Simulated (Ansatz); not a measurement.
TaSi₂ at a changed volume: 181Ta nuclear quadrupole resonance

Cell: an entry of the Crystallography Open Database (COD), relaxed with PBE at fixed cell and then changed (volume scaled by 1.02, ions relaxed).

Space group P6_422 (No. 181); a = 4.8156, c = 6.6135 Å, γ = 120.00°.

```
site  Wyckoff  site symmetry       x       y       z
  Ta       3c            222  0.5000  0.0000  0.0000
  Si       6i            ..2  0.1590  0.3179  0.0000
```

One atom of each set is listed.

All values are calculated (Ansatz; DFT, PBE, plane waves and PAW, scalar-relativistic, 420 eV cutoff, Γ-centred 11×11×7 k-points, Fermi–Dirac smearing 0.05 eV), not measured.

181Ta: I = 7/2, Q = 3170 mb (year-2017 value). Static lattice, zero field.

Q: Predict the zero-field 181Ta lines of each site.

A: For I = 7/2 and η = 0 the lines are |C_Q|/14 times 1, 2 and 3; η shifts the lowest up most. At large η the states mix, and weaker lines appear at sums of the main ones; lines under 5 % of the strongest are left out.

```
site  atoms  V_zz (10²¹ V/m²)  C_Q (MHz)     η   line frequencies (MHz)
  Ta      3              6.47        496  0.77  64.5, 78.5, 99.6, 143.0
```

The run finds no gap above 0.1 eV (a metal, or nearly one), so the gradients can move by 10 % or more with the k-mesh. Without spin–orbit coupling the gradients at and beside Ta can be off by some per cent, at some sites by more. With these PAW files V_zz is typically within 2 to 3 % of all-electron values, but misses above 10 % occur on Ta.

The relaxation (2 steps) took 11 s of wall time (42 s of CPU time) and 0.72 GiB at its peak, on 4 threads of Intel Xeon Platinum 8488C (Sapphire Rapids) (x86_64; 16 cores open to the job, memory cap 8.0 GiB, no GPU), a shared host with a load of 0.5 a core.
